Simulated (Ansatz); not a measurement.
The polar optical mode of TiC at -7.8 GPa, worked through

These are results of Ansatz 0.2.0, DFT PBE, scalar-relativistic, plane waves, PAW, not measurements. Plane waves to 420 eV; Γ-centred k mesh 12×12×12; fixed occupations. No spin polarisation. Phonons by linear response, acoustic sum rule imposed.

The cell is fixed (symmetry leaves no force on the atoms) and stands under -7.8 GPa:
```yaml
crystal:
  lattice:
    - [0.00000, 2.40570, 2.40570]
    - [2.40570, 0.00000, 2.40570]
    - [2.40570, 2.40570, 0.00000]
  atoms:
    - { symbol: Ti, position: [0.00000, 0.00000, 0.00000] }
    - { symbol: C, position: [0.25000, 0.25000, 0.25000] }
```

The cell is the ideal cubic zincblende prototype; this isn't the usual structure of the compound.

Linear response gives ν_TO = 499.3 cm⁻¹, Born charges ±4.584 e (positive on Ti) and ε∞ = 20.016. The primitive cell holds 27.845 Å³, and the masses are 47.867 and 12.011 amu.

Task: Find ν_LO and the static dielectric constant.

Result: The long-wave field adds a restoring force: ω_LO² − ω_TO² = Z*²e²/(ε_vac ε∞ μV). In these units ν_LO² − ν_TO² = 4.92064×10⁷ Z*²/(μ V ε∞) cm⁻², with μ = m₁m₂/(m₁ + m₂) = 9.602 amu: 193181 cm⁻². So ν_LO = √(499.3² + 193181) = 665.2 cm⁻¹, and the run gives 665.2. Lyddane–Sachs–Teller then gives ε0 = ε∞ (ν_LO/ν_TO)² = 35.53, against 35.53 in the run (it forms both from the same three quantities, so the match checks the arithmetic only). Between ν_TO and ν_LO the dielectric function is negative and an undamped crystal reflects fully: a reststrahlen band from 15.0 to 20.0 μm.

Task: What do the Clausius–Mossotti polarisability and the Szigeti charge come to?

Result: With the Lorentz local field, α = (3V/4π)(ε∞ − 1)/(ε∞ + 2) = 5.74 Å³ for the pair, and e_S = 3Z*/(ε∞ + 2) = 0.62 e. The Born charge includes the electrons' response to the dipole's own local field, and e_S takes that enhancement out. The Lorentz field assumes point-like polarisable ions, a poor picture once ε∞ is this large, since the electron clouds then overlap or are shared, so both numbers are formal here.

Task: How strongly does a slow electron couple to the LO mode?

Result: For one isotropic parabolic band, Fröhlich's constant is α_F = (1/ε∞ − 1/ε0) √(m* Ry/ħω_LO), with Ry = 13.606 eV, ħω_LO = 82.5 meV and m* in free-electron masses: α_F = 0.0218 × 12.84 × √m* = 0.28 √m*. The band mass isn't part of this run; for m* = 0.1, 0.3 and 1 it gives 0.09, 0.15, 0.28. In weak coupling the polaron lies α_F ħω_LO below the band edge (13 meV at m* = 0.3) with a mass m*(1 + α_F/6); past α_F of about 5 or 6 that expansion fails. A semilocal functional's ε∞ tends to be too large, which taken alone lowers α_F.

The Born charge of 4.584 e exceeds titanium's group oxidation state, so it can't be read as a static ionic charge. It points to dynamic covalency: as the Ti-C bond length changes, the mixing of carbon p and titanium d states changes too, and electrons shift along the bond. The same p-d hybridisation probably supplies the low-energy transitions behind the large ε∞. The two quantities act against each other in the polar mode. The large Born charge, helped by the light carbon atom, drives LO well above TO, while electronic screening weakens the long-range field. That screening also keeps the Fröhlich coupling small for the band masses tried, despite the strongly polar lattice displacement.

None of this carries over to ordinary rocksalt TiC, a metallic conductor whose free carriers screen the macroscopic field and remove the long-wave LO-TO splitting. The real TO frequency shows a restoring force against this one sublattice displacement, but not that the zincblende crystal is dynamically stable across the Brillouin zone.
